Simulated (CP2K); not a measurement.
# Ga under changes of volume

One of the cells (18.543 Å³/atom); the others are scaled copies at fixed shape and fractional positions:

```
Ga
1.0
     4.25739    0.00000    0.00000
    -3.35887    2.61599    0.00000
    -0.03815   -0.11108    3.32993
Ga
2
Direct
  0.13100 0.86900 0.75000
  0.86900 0.13100 0.25000
```

This isn't the form of Ga at room conditions, which is orthorhombic.

- Program: CP2K 2026.2
- Functional: PBE
- Potentials or basis: POTENTIAL_UZH Ga GTH-PBE-q13; TZVP-MOLOPT-PBE-GTH basis
- Density cutoff: 6123 eV
- k mesh: 10 × 10 × 8
- Occupations: fermi-dirac, width 0.05 eV
- Spin: no spin polarisation

```tsv
volume (Å³/atom)	energy over the lowest point (meV/atom)	pressure (GPa)	largest force (eV/Å)
17.431	?	?	?
17.801	12.98	6.3	0.276
18.172	0.00	5.0	0.262
18.543	8.12	2.6	0.056
18.914	3.51	1.5	0.066
19.285	1.16	0.6	0.093
19.656	0.72	-0.1	0.128
```

Task: What does the run at 17.431 Å³/atom give?

Result: Energy over the lowest point 29.09 meV/atom; pressure 7.7 GPa; largest force 0.294 eV/Å.

The energies don't lie on one smooth curve, so no fit is given. The run at 18.172 Å³/atom lies farthest off, from a change of basis, grid or state.

Energies are extrapolated to zero smearing.

Caveats: the basis of atomic orbitals isn't converged, which shifts pressures, moduli and gaps.
